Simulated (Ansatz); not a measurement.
# GaP, before and after

A trial structure of GaP was built thus: species swapped into a sheet modelled on a layer of GaS, with P on the S sites. Its size is a rough estimate.

This is a two-dimensional sheet: the third axis spans vacuum and isn't periodic. Symmetry isn't written into the files.

start.xyz

```xyz
4
Lattice="3.6166 0.0000 0.0000 -1.8083 3.1321 0.0000 0.0000 0.0000 19.0000" Properties=species:S:1:pos:R:3 pbc="T T F"
Ga    0.0000    2.0880    8.2491
Ga    0.0000    2.0880   10.7509
P     0.0000    0.0000    7.1545
P     0.0000    0.0000   11.8455
```

Theory: Ansatz, DFT PBE, scalar-relativistic, plane waves, PAW. Cutoff 420 eV, Gaussian smearing, Γ-centred meshes. In-plane cell and atoms relax first on a coarse mesh and then on a converged one. The steps can't lower the symmetry of their start. No spin polarisation.

end.xyz

```xyz
4
Lattice="3.8967 0.0000 0.0000 -1.9484 3.3747 0.0000 0.0000 0.0000 35.5495" Properties=species:S:1:pos:R:3 pbc="T T F"
Ga    0.0000    2.2498    6.9465
Ga    0.0000    2.2498   12.0535
P     0.0000    0.0000    6.5599
P     0.0000    0.0000   12.4401
```

The symmetry stays p-6m2 (No. 78). The area per atom grows by 16.1 %, from 2.8 to 3.3 Å². The shortest distance goes from 2.36 Å (Ga–P) to 2.28 Å (Ga–P). The energy falls by about 0.19 eV/atom (the start's value is from the coarse mesh). The program sets the height of the box itself, so the height of the cell differs between start and end.

```json
{
 "Layer group": "p-6m2 (No. 78)",
 "In-plane cell": "a = 3.897 Å, b = 3.897 Å, γ = 120.0°",
 "Area per atom": "3.29 Å²",
 "Thickness between the outermost nuclei": "5.88 Å",
 "Energy over the elements": "+0.001 eV/atom",
 "Gap on the 12×12×1 mesh of the 4-atom cell": "1.58 eV"
}
```

The zero of energy is the elements' standard structures at the same level; no fitted shifts are applied. The references include black phosphorus. The formation energy is too near zero to say whether this cell lies below the elements.

The last run used Gaussian smearing of 0.02 eV. Kohn–Sham gaps at this level usually fall short of measured ones. The reference form of P is held partly by dispersion forces, which this level lacks. A structure relaxed within its symmetry needn't be a true minimum. In all, the 4 runs took 3.7 min on 1 thread of Arm Neoverse V2, with other jobs on the host.
